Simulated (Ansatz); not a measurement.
# Si/AlP/CoSi2: a contact from a semiconductor to a metal

Is Si/AlP/CoSi2 a contact for electrons or for holes? The semiconductor is Si diamond(111), undoped, with its far face capped by hydrogen, and the metal is CoSi2 fluorite(111) turned by 180 degrees (type B), with AlP zinc blende(111) between them (whole bilayers). After relaxation the nearest pair at the metal is Si–Al at 2.52 Å, along the normal. The common net has a side of 3.868 Å, which strains the semiconductor by +0.0 %, the layer between by -0.7 % and the metal by +2.1 %, against typed lattice constants near PBE's. The first steps treat the bulk crystals alone.

Main program and level: Ansatz 0.2.0; PBE DFT, plane waves, PAW files, in the first sound run; inputs show where later runs differ.

### 1. Starting point

The structure is cubic, space group Fd-3m (No. 227). The conventional cell has a = 5.470 Å, b = 5.470 Å, c = 5.470 Å, α = 90.00°, β = 90.00°, γ = 90.00°. Nearest to Si lie 4 Si at 2.37 Å.

### 2. Layer spacing of the electrode, 6 atoms

The electrode is held to the junction's net and relaxed along the normal; its spacing is used for the ideal lead layers.

File input.yaml:

```yaml
crystal:
  lattice:
    - [3.868, 0.0, 0.0]
    - [-1.934, 3.3497862618, 0.0]
    - [0.0, 0.0, 9.474102032]
  atoms:
    - { symbol: Si, position: [0.0, 0.0, 0.0] }
    - { symbol: Si, position: [0.0, 0.0, 0.25] }
    - { symbol: Si, position: [0.3333333333, 0.6666666667, 0.3333333333] }
    - { symbol: Si, position: [0.3333333333, 0.6666666667, 0.5833333333] }
    - { symbol: Si, position: [0.6666666667, 0.3333333333, 0.6666666667] }
    - { symbol: Si, position: [0.6666666667, 0.3333333333, 0.9166666667] }
kpoints:
  mp_grid: { grid: [12, 12, 3] }
scf:
  occupations: { method: fermi_dirac, width: 0.1 }
  max_iter: 150
hamiltonian:
  xc: pbe
relax:
  f_tol: 0.01
  max_steps: 40
  cell: { fix: [a, b, angles] }
```

The run is started by

```bash
ansatz run input.yaml --threads 8 --pin off --max-ram 24576MiB --backend cpu --events-out ev --progress --plain --runs-dir out
```

Numbers of over 12 decimals in the logs are rounded to 6 here.

The program printed:

```text
Engine: ansatz 0.2.0, aarch64-unknown-linux-gnu
Pseudopotentials: kind: paw
Pseudopotential: Si, paw, valence charge 4, recommended cutoff 420 eV (normal), Si.paw.azcp
Functional definition: PBE
  parameter kappa = 0.804
  parameter beta = 0.066725
  exchange = pbe_x(kappa = kappa, mu = beta*pi^2/3)
  correlation = pbe_c(beta = beta)
Crystal: 6 atoms, lattice volume = 122.756 Å³
Basis set: ecut = 420 eV, 2431 PW (Γ), exchange–correlation on 54×54×128 points (8 copies of the dense FFT grid, shifted against one another)
Bands: 18, of which v1, the nominal top of the filled ones, is band 12 counted from 1 (11 counted from 0)
Symmetry: 36 space group operations
Space group: R-3m (ITA 166), of the structure as read, at distance tolerance 5.0e-5 Å
k-points: 50 of 432
Non-local potential: Si, projectors of the file, l = 0: 2, l = 1: 2, l = 2: 2
PAW form: soft (Blöchl's): semilocal exchange-correlation on the pseudo side does not see the compensation charge
PAW one-centre angular grid: Si, 110 points (default); XC on 64 Gauss nodes
Initial density: superposition of atomic densities (neutral atoms: chi_scale 0, normalization atom), corrected by the library's trained network
Initial wavefunctions: pseudopotential atomic-orbital guess
Functional: x = pbe(κ = 0.804, μ = 0.219515), c = pbe(β = 0.066725)
SCF iter   1: F=—  HF=-3814.860064 eV  |F-HF|=—  |Δ(HF+E_count)|=         —  Δρ=1.29e-3  dr2=1.36e-3  ethr=1.77e-3  ⟨swp⟩=6.6  Hψ=5602  notcnv=0
preconditioner: auto → Resta (q_TF=auto, 2.079 Å⁻¹)  ε∞=5.4  [insulator: Δε(μ)=0.737 eV  Ē_g=7.830 eV  σ=0.100 eV  W_gap=0.95  n_scr=24 (ndim 8)  ℏωp=16.4 eV  f_vac=0.000  D(μ)=0.04/eV (n_scr^D=0)  ε∞_Penn≈5.4]
SCF iter   2: F=—  HF=-3814.861012 eV  |F-HF|=—  |Δ(HF+E_count)|=   9.48e-4  Δρ=6.96e-4  dr2=4.14e-4  ethr=5.68e-6  ⟨swp⟩=2.3  Hψ=1814  notcnv=0
SCF iter   3: F=—  HF=-3814.861168 eV  |F-HF|=—  |Δ(HF+E_count)|=   1.56e-4  Δρ=8.37e-5  dr2=1.12e-5  ethr=1.73e-6  ⟨swp⟩=2.0  Hψ=1500  notcnv=0
SCF iter   4: F=—  HF=-3814.861179 eV  |F-HF|=—  |Δ(HF+E_count)|=   1.05e-5  Δρ=2.15e-5  dr2=9.43e-7  ethr=4.66e-8  ⟨swp⟩=2.0  Hψ=1500  notcnv=0
iter 5 did not close the SCF: its close was put off for the readings that it lacked (scf_convergence_deferred on its scf_iter line)
SCF iter   5: F=-3814.861179 eV  HF=-3814.861179 eV  |F-HF|=2.62e-8  |Δ(HF+E_count)|=   9.27e-7  Δρ=4.84e-6  dr2=1.59e-8  ethr=3.93e-9  ⟨swp⟩=2.0  Hψ=1496  notcnv=0
SCF iter   6: F=-3814.861179 eV  HF=-3814.861179 eV  |F-HF|=8.64e-11  |Δ(HF+E_count)|=   3.07e-8  Δρ=1.61e-6  dr2=2.12e-9  ethr=6.62e-11  ⟨swp⟩=2.1  Hψ=3021  notcnv=0
SCF 1 converged in 6 iterations: F = -3814.861179 eV  dr2 = 2.12e-9
  greatest PAW one-centre occupation: 0.633 electrons in one spin orbital (limit 2), on the Si atom at site 5 (counted from 0), in its partial waves of l = 0
relax step   1: F+E_penalty+E_count = -3814.86117947 eV  Δ(F+E_penalty+E_count) = +0.000e0 eV  max|allowed force component| = 7.205e-4 eV/Å  Δτ_max = 0.0000 Å  P = +0.003 GPa  Ω = 122.756 Å³  fix = [a, b, alpha, beta, gamma]  reactions: a +0.005, b +0.005 GPa  (6 SCF iters, dr2 threshold 1.00e-7 eV, accepted)
Initial density: handed on by an earlier stage of this run
Initial wavefunctions: pseudopotential atomic-orbital guess (no wavefunctions were taken with the density)
iter 1 solved again at ethr=5.58e-8 eV; its pass at ethr=3.10e-3 eV (dr2=1.34e-5 eV) is discarded
SCF iter   1: F=—  HF=-3814.861178 eV  |F-HF|=—  |Δ(HF+E_count)|=         —  Δρ=1.44e-6  dr2=1.24e-9  ethr=5.58e-8  ⟨swp⟩=3.2  Hψ=8277  notcnv=0
eigensolver tolerance schedule: the retry pair's looser diagonalisation over-reported the residual by 10795.03 of it (diagonalisation noise at 0.24 of the residual, at the tolerance the schedule requests for it); recorded, not acted on — ethr = c·dr2/N_el stays at c = 1.0e-1
preconditioner: auto → Resta (q_TF=auto, 2.079 Å⁻¹)  ε∞=5.4  [insulator: Δε(μ)=0.739 eV  Ē_g=7.831 eV  σ=0.100 eV  W_gap=0.95  n_scr=24 (ndim 8)  ℏωp=16.4 eV  f_vac=0.000  D(μ)=0.04/eV (n_scr^D=0)  ε∞_Penn≈5.4]
SCF iter   2: F=—  HF=-3814.861179 eV  |F-HF|=—  |Δ(HF+E_count)|=   1.73e-6  Δρ=1.12e-6  dr2=1.09e-9  ethr=5.17e-12  ⟨swp⟩=3.2  Hψ=2074  notcnv=0
SCF iter   3: F=—  HF=-3814.861179 eV  |F-HF|=—  |Δ(HF+E_count)|=  1.06e-10  Δρ=4.08e-7  dr2=1.47e-10  ethr=4.54e-12  ⟨swp⟩=2.0  Hψ=1247  notcnv=0
SCF iter   4: F=-3814.861179 eV  HF=-3814.861179 eV  |F-HF|=1.36e-12  |Δ(HF+E_count)|=  3.59e-11  Δρ=1.71e-8  dr2=1.73e-13  ethr=1.00e-12  ⟨swp⟩=4.0  Hψ=2907  notcnv=0
SCF 2 converged in 4 iterations: F = -3814.861179 eV  dr2 = 1.73e-13
relax step   2: F+E_penalty+E_count = -3814.86117947 eV  Δ(F+E_penalty+E_count) = -2.924e-10 eV  max|allowed force component| = 7.204e-4 eV/Å  Δτ_max = 0.0000 Å  P = +0.003 GPa  Ω = 122.756 Å³  fix = [a, b, alpha, beta, gamma]  reactions: a +0.005, b +0.005 GPa  stress off target by 1.20e-3 GPa on what of the cell is left free  SCF on the basis re-selected at this cell (its energy is not comparable with the rows above)  (4 SCF iters)
basis re-selected at this cell: Δ(F+E_penalty+E_count) = -2.924e-10 eV, ΔP = +0.000 GPa vs the last step (what re-selecting the basis moved, of the pressure what is left beyond the Pulay correction that the steps carried, after the strain that the cell walked since its last selection, with what the two solves' SCF thresholds leave and, on support functions, any second-order correction that the steps lacked; it is no  [...]
SCF converged after 4 iterations
Free energy (F): -3814.861179 eV
Harris-Foulkes:  -3814.861179 eV  (|F-HF|=1.36e-12)
Internal energy: -3814.858964 eV  (E = F + TS)
E sigma→0 (E₀):  -3814.860071 eV
Entropy (-TS):   -0.002216 eV (-0.369 meV/atom)
Fermi energy:    6.322458 eV
--- Per-component energies (eV) ---
  E_band       = 24.043848
  E_kinetic    = 240.400167
  E_local      = -168.417913  (includes V_loc(G=0)·N_el)
  E_nonlocal   = 155.251767
  E_hartree    = 45.515315
  E_xc         = -330.364243
  E_vxc        = -279.456073  (∫ρ·V_xc dr)
  E_paw        = -3076.584018  (= ΣΔE_a)
  E_vpaw       = -14.764767  (= ΣTr[D̂ρ^β])
  E_aug_tail   = 0.000038  (compensation charges beyond the density's cutoff)
  E_ewald      = -680.660077
  E_smearing   = -0.002216  (= −TS)
  E_closure    = 0.000000  (closes the sum)
  Σ components = -3814.861179   (vs F -3814.861179, Δ=0.00e0)
--- Forces (eV/Å), atoms counted from 1 ---
  atom   1  Si    -0.00000000     0.00000000    -0.00072036
  atom   2  Si     0.00000000    -0.00000000     0.00072036
  atom   3  Si     0.00000000     0.00000000    -0.00072036
  atom   4  Si     0.00000000    -0.00000000     0.00072036
  atom   5  Si    -0.00000000     0.00000000    -0.00072036
  atom   6  Si    -0.00000000    -0.00000000     0.00072036
  max |Σ_I F_I| component: 3.70e-17 eV/Å
--- Stress (GPa, compression-positive) ---
        0.004993      -0.000000       0.000000
        0.000000       0.004993       0.000000
        0.000000      -0.000000      -0.001198
  P = ⅓ Tr σ = 0.0029 GPa (0.029 kbar)
--- Relaxed structure (1 steps of the walk, 1 accepted, 1 SCFs on fresh bases) ---
  F+E_penalty+E_count = -3814.86117947 eV   max|allowed force component| = 7.204e-4 eV/Å   (the final SCF, on the basis selected at the relaxed cell)
  cell:  # Å, volume = 122.7557 Å³
    - [3.868000, 0.0, 0.0]
    - [-1.934000, 3.349786, 0.0]
    - [0.0, 0.0, 9.474102032]
  atoms:
    - { symbol: Si, position: [0.0, 0.0, 0.0] }
    - { symbol: Si, position: [0.0, 0.0, 0.250000] }
    - { symbol: Si, position: [0.333333, 0.666667, 0.333333] }
    - { symbol: Si, position: [0.333333, 0.666667, 0.583333] }
    - { symbol: Si, position: [0.666667, 0.333333, 0.666667] }
    - { symbol: Si, position: [0.666667, 0.333333, 0.916667] }
```

Run time: 1.5 s. Hardware: 8 threads of Arm Neoverse V2, shared host; peak memory 0.52 GiB.

Little changed from the start: no atom moved by 0.005 Å and no cell edge by 0.1 %.

This step gave:

```
free energy  : -3814.8612 eV
Fermi energy : 6.322 eV
pressure     : 0.002930 GPa
```

### 3. Layer spacing of the electrode, 9 atoms

System of this step: CoSi2. The structure is trigonal, space group R-3m (No. 166). Conventional cell: a = 3.868 Å, b = 3.868 Å, c = 9.150 Å, α = 90.00°, β = 90.00°, γ = 120.00°. Si has 4 Co at 2.29 to 2.36 Å nearest. Co has 8 Si at 2.29 to 2.36 Å nearest. Farther neighbours are not listed.

The electrode is held to the junction's net and relaxed along the normal; its spacing is used for the ideal lead layers.

input.yaml, the sections that differ from step 2:

```yaml
crystal:
  lattice:
    - [3.868, 0.0, 0.0]
    - [-1.934, 3.3497862618, 0.0]
    - [0.0, 0.0, 9.150208531]
  atoms:
    - { symbol: Si, position: [0.0, 0.0, 0.0] }
    - { symbol: Co, position: [0.6666666667, 0.3333333333, 0.0833333333] }
    - { symbol: Si, position: [0.3333333333, 0.6666666667, 0.1666666667] }
    - { symbol: Si, position: [0.6666666667, 0.3333333333, 0.3333333333] }
    - { symbol: Co, position: [0.3333333333, 0.6666666667, 0.4166666667] }
    - { symbol: Si, position: [0.0, 0.0, 0.5] }
    - { symbol: Si, position: [0.3333333333, 0.6666666667, 0.6666666667] }
    - { symbol: Co, position: [0.0, 0.0, 0.75] }
    - { symbol: Si, position: [0.6666666667, 0.3333333333, 0.8333333333] }
# kpoints, scf, hamiltonian, relax: as in step 2
```

The program printed:

```text
[...]
Crystal: 9 atoms, lattice volume = 118.559 Å³
Basis set: ecut = 420 eV, 2311 PW (Γ), exchange–correlation on 54×54×128 points (8 copies of the dense FFT grid, shifted against one another)
Bands: 47, of which v1, the nominal top of the filled ones, is band 38 counted from 1 (37 counted from 0)
Symmetry: 36 space group operations
[...]
k-points: 50 of 432
[...]
SCF iter   1: F=—  HF=-19197.470498 eV  |F-HF|=—  |Δ(HF+E_count)|=         —  Δρ=3.88e-3  dr2=1.90e-2  ethr=1.77e-3  ⟨swp⟩=7.5  Hψ=9966  notcnv=0  defer=7
[...]
SCF iter   8: F=-19197.470920 eV  HF=-19197.470920 eV  |F-HF|=2.99e-8  |Δ(HF+E_count)|=   2.03e-7  Δρ=6.69e-6  dr2=3.59e-8  ethr=1.33e-10  ⟨swp⟩=4.1  Hψ=7735  notcnv=0
SCF 1 converged in 8 iterations: F = -19197.470920 eV  dr2 = 3.59e-8
[...]
relax step   1: F+E_penalty+E_count = -19197.47092033 eV  Δ(F+E_penalty+E_count) = +0.000e0 eV  max|allowed force component| = 3.443e-1 eV/Å  Δτ_max = 0.0000 Å  P = -4.131 GPa  Ω = 118.559 Å³  fix = [a, b, alpha, beta, gamma]  reactions: a -7.587, b -7.587 GPa  (8 SCF iters, dr2 threshold 1.00e-7 eV, accepted)
Crystal: 9 atoms, lattice volume = 118.623 Å³
[...]
SCF iter   6: F=-19197.490106 eV  HF=-19197.490106 eV  |F-HF|=9.97e-10  |Δ(HF+E_count)|=   1.99e-9  Δρ=1.77e-6  dr2=4.23e-9  ethr=4.37e-11  ⟨swp⟩=1.5  Hψ=7055  notcnv=0
SCF 2 converged in 6 iterations: F = -19197.490106 eV  dr2 = 4.23e-9
relax step   2: F+E_penalty+E_count = -19197.49010638 eV  Δ(F+E_penalty+E_count) = -1.919e-2 eV  max|allowed force component| = 2.098e-1 eV/Å  Δτ_max = 0.0110 Å  P = -4.322 GPa  Ω = 118.623 Å³  energy of the carried Pulay correction = -2.711e-5 eV  fix = [a, b, alpha, beta, gamma]  reactions: a -7.272, b -7.272 GPa  (6 SCF iters, dr2 threshold 9.00e-7 eV, accepted)
Crystal: 9 atoms, lattice volume = 118.564 Å³
[...]
SCF iter   6: F=-19197.501669 eV  HF=-19197.501669 eV  |F-HF|=5.42e-10  |Δ(HF+E_count)|=   3.47e-9  Δρ=2.41e-6  dr2=6.82e-9  ethr=6.41e-11  ⟨swp⟩=1.9  Hψ=6971  notcnv=0
SCF 3 converged in 6 iterations: F = -19197.501669 eV  dr2 = 6.82e-9
relax step   3: F+E_penalty+E_count = -19197.50166889 eV  Δ(F+E_penalty+E_count) = -1.156e-2 eV  max|allowed force component| = 4.024e-3 eV/Å  Δτ_max = 0.0186 Å  P = -4.326 GPa  Ω = 118.564 Å³  energy of the carried Pulay correction = -2.219e-6 eV  fix = [a, b, alpha, beta, gamma]  reactions: a -6.617, b -6.617 GPa  (6 SCF iters, dr2 threshold 9.00e-7 eV, accepted)
[...]
relax step   4: F+E_penalty+E_count = -19197.50170314 eV  Δ(F+E_penalty+E_count) = -3.425e-5 eV  max|allowed force component| = 3.710e-4 eV/Å  Δτ_max = 0.0002 Å  P = -4.420 GPa  Ω = 118.633 Å³  energy of the carried Pulay correction = -3.125e-5 eV  fix = [a, b, alpha, beta, gamma]  reactions: a -6.654, b -6.654 GPa  (6 SCF iters, dr2 threshold 1.65e-7 eV, accepted)
[...]
relax step   5: F+E_penalty+E_count = -19197.50173778 eV  Δ(F+E_penalty+E_count) = -3.464e-5 eV  max|allowed force component| = 3.696e-4 eV/Å  Δτ_max = 0.0000 Å  P = -4.420 GPa  Ω = 118.633 Å³  fix = [a, b, alpha, beta, gamma]  reactions: a -6.655, b -6.655 GPa  stress off target by 5.11e-2 GPa on what of the cell is left free  SCF on the basis re-selected at this cell (its energy is not comparable with the rows above)  (8 SCF iters)
[...]
relax step   6: F+E_penalty+E_count = -19197.50173221 eV  Δ(F+E_penalty+E_count) = +5.572e-6 eV  max|allowed force component| = 1.299e-4 eV/Å  Δτ_max = 0.0001 Å  P = -4.446 GPa  Ω = 118.652 Å³  energy of the carried Pulay correction = -8.356e-6 eV  fix = [a, b, alpha, beta, gamma]  reactions: a -6.668, b -6.668 GPa  (6 SCF iters, dr2 threshold 6.53e-9 eV, accepted)
[...]
SCF iter   8: F=-19197.501742 eV  HF=-19197.501742 eV  |F-HF|=0.00e0  |Δ(HF+E_count)|=    0.00e0  Δρ=8.26e-9  dr2=2.95e-14  ethr=1.00e-12  ⟨swp⟩=1.0  Hψ=4900  notcnv=0
SCF 7 converged in 8 iterations: F = -19197.501742 eV  dr2 = 2.95e-14
relax step   7: F+E_penalty+E_count = -19197.50174206 eV  Δ(F+E_penalty+E_count) = -9.850e-6 eV  max|allowed force component| = 1.303e-4 eV/Å  Δτ_max = 0.0000 Å  P = -4.446 GPa  Ω = 118.652 Å³  fix = [a, b, alpha, beta, gamma]  reactions: a -6.668, b -6.668 GPa  stress off target by 2.48e-3 GPa on what of the cell is left free  SCF on the basis re-selected at this cell (its energy is not comparable with the rows above)  (8 SCF iters)
[...]
SCF converged after 8 iterations
Free energy (F): -19197.501742 eV
[...]
Internal energy: -19197.399586 eV  (E = F + TS)
E sigma→0 (E₀):  -19197.450664 eV
Entropy (-TS):   -0.102156 eV (-11.351 meV/atom)
Fermi energy:    12.410758 eV
[...]
--- Forces (eV/Å), atoms counted from 1 ---
  atom   1  Si    -0.00000000     0.00000000     0.00013028
  atom   2  Co     0.00000000    -0.00000000    -0.00000000
  atom   3  Si    -0.00000000    -0.00000000    -0.00013028
  atom   4  Si     0.00000000     0.00000000     0.00013028
  atom   5  Co    -0.00000000    -0.00000000     0.00000000
  atom   6  Si    -0.00000000    -0.00000000    -0.00013028
  atom   7  Si     0.00000000     0.00000000     0.00013028
  atom   8  Co     0.00000000     0.00000000     0.00000000
  atom   9  Si     0.00000000    -0.00000000    -0.00013028
  max |Σ_I F_I| component: 4.93e-17 eV/Å
--- Stress (GPa, compression-positive) ---
       -6.668028      -0.000000      -0.000000
        0.000000      -6.668028      -0.000000
       -0.000000       0.000000      -0.002480
  P = ⅓ Tr σ = -4.4462 GPa (-44.462 kbar)
--- Relaxed structure (5 steps of the walk, 5 accepted, 2 SCFs on fresh bases) ---
[...]
cell:  # Å, volume = 118.6521 Å³
    - [3.868000, 0, 0]
    - [-1.934000, 3.349786, 0]
    - [0, 0, 9.157397]
  atoms:
    - { symbol: Si, position: [5.615654941234103e-19, 0, 0.00320728] }
    - { symbol: Co, position: [0.666667, 0.333333, 0.083333] }
    - { symbol: Si, position: [0.333333, 0.666667, 0.163459] }
    - { symbol: Si, position: [0.666667, 0.333333, 0.336541] }
    - { symbol: Co, position: [0.333333, 0.666667, 0.416667] }
    - { symbol: Si, position: [-5.615654941234104e-19, 0, 0.496793] }
    - { symbol: Si, position: [0.333333, 0.666667, 0.669874] }
    - { symbol: Co, position: [0, 0, 0.75] }
    - { symbol: Si, position: [0.666667, 0.333333, 0.830126] }
```

The job ended after 14 s (8 threads; peak memory 0.73 GiB; 1.7 min of CPU time).

This run has no spin polarisation, although Co can carry a moment.

Relaxation path:

| step | energy less that of the first step (eV) | largest force component (eV/Å) | pressure (GPa) | volume (Å³) |
| --- | --- | --- | --- | --- |
| 1 | 0.0000 | 0.3443 | -4.13 | 118.56 |
| 2 | -0.0192 | 0.2098 | -4.32 | 118.62 |
| 3 | -0.0307 | 0.0040 | -4.33 | 118.56 |
| 4 | -0.0308 | 0.0004 | -4.42 | 118.63 |
| 5* | -0.0308 | 0.0004 | -4.42 | 118.63 |
| 6 | -0.0308 | 0.0001 | -4.45 | 118.65 |
| 7* | -0.0308 | 0.0001 | -4.45 | 118.65 |

Relaxation steps marked * repeat the geometry before them on a plane-wave basis chosen anew for their cell, so energy and pressure can jump there.

Forces are held to the 36 operations that the run works with; a distortion that breaks them can't arise in this run.

| conventional cell, symmetrised | before | after | change |
| --- | --- | --- | --- |
| a (Å) | 3.868 | 3.868 | -0.0 % |
| b (Å) | 3.868 | 3.868 | -0.0 % |
| c (Å) | 9.150 | 9.157 | +0.1 % |
| volume (Å³/atom) | 13.17 | 13.18 | +0.1 % |

The atoms that moved most (Å, as changes of fractional coordinates times the final cell):

| atom | dx | dy | dz | length |
| --- | --- | --- | --- | --- |
| Si4 | 0.000 | 0.000 | 0.029 | 0.029 |
| Si3 | 0.000 | 0.000 | -0.029 | 0.029 |
| Si1 | 0.000 | 0.000 | 0.029 | 0.029 |
| Si6 | 0.000 | 0.000 | -0.029 | 0.029 |
| Si7 | 0.000 | 0.000 | 0.029 | 0.029 |
| Si9 | 0.000 | 0.000 | -0.029 | 0.029 |

Numbers from this step:

```
free energy  : -19197.5017 eV
Fermi energy : 12.41 eV
pressure     : -4.446 GPa
```

The relaxation ends with a largest force component of 1.3e-4 eV/Å.

[end of part 1 of 5]

[Logs are printed without paths, hosts, clocks, repeated set-up lines and the standing remarks that a program may print on its own settings, such as how far it seeks lower states.]

[Hosts, paths, dates, database ids (printed as entryN), source tags and the programs' standing remarks are cut or masked in the printed files.]
